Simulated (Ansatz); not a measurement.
# TaN under changes of volume

One of the cells (10.813 Å³/atom); the others are scaled copies at fixed shape and fractional positions:

```
CELL_PARAMETERS angstrom
0.00000 2.21132 2.21132
2.21132 0.00000 2.21132
2.21132 2.21132 0.00000
ATOMIC_POSITIONS crystal
Ta 0.50000 0.50000 0.50000
N 0.00000 0.00000 0.00000
```

The cell comes from a database or a generator and needn't be the stable form of this composition.

```yaml
Program: Ansatz 0.2.0
Functional: PBE
Potentials_or_basis: SPMS NC
Cutoff: "1034 eV (not typed: the program's choice for these potentials)"
k_mesh: 10 × 10 × 10
Occupations: fermi-dirac, width 0.05 eV
Spin: no spin polarisation
```

```tsv
volume (Å³/atom)	energy over the lowest point (meV/atom)	pressure (GPa)
10.164	37.45	21.3
10.381	14.53	12.9
10.597	2.41	5.3
10.813	0.00	-1.5
11.030	6.27	-7.6
11.246	?	?
11.462	41.42	-18.0
```

Question: What does the run at 11.246 Å³/atom give?

Answer: Energy over the lowest point 20.35 meV/atom; pressure -13.1 GPa.

Worked out: A Birch-Murnaghan fit of order 3 (a polynomial in V^(-2/3)) to the other rows has its minimum at 10.76 Å³/atom with B0 = V·E''(V) = 328 GPa and B' = 4.3. It gives 20.34 meV/atom at 11.246 Å³/atom, against the run's 20.35, and -dE/dV = -13.1 GPa, against -13.1.

Energies are extrapolated to zero smearing.
